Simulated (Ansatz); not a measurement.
# Rb (Cmcm)

Theory: DFT PBEsol, scalar-relativistic, plane waves, PAW (Ansatz).

Plane waves to 420 eV, a k mesh through Γ of 8×10×4 on the computed 4-atom cell and Gaussian smearing (0.10 eV); no spin polarisation.

The structure is relaxed at this level of theory with its symmetry kept. This form isn't the element's structure at ambient conditions.

```
Rb
1.0
     4.83867    0.00000    0.00000
     0.00000    4.69499    0.00000
     0.00000    0.00000   15.67621
Rb
4
Direct
  0.25039 0.25000 0.88139
  0.24961 0.75000 0.38139
  0.75039 0.25000 0.61861
  0.74961 0.75000 0.11861
```

**Question.** Formation energy from the elements' standard states (uncorrected)?

**Answer.** +0.031 eV/atom.

**Question.** Density of states at the Fermi level?

**Answer.** 3.39 states/eV per cell.

**Question.** Löwdin character within 0.5 eV of the Fermi level?

**Answer.** Rb 5s 83 %, unprojected 16 %.

**Question.** Bulk modulus?

**Answer.** 2.7 GPa.

**Question.** Its pressure derivative?

**Answer.** 3.8.

**Question.** Bader charges (e)?

**Answer.** Rb (4 in the cell) 0.00.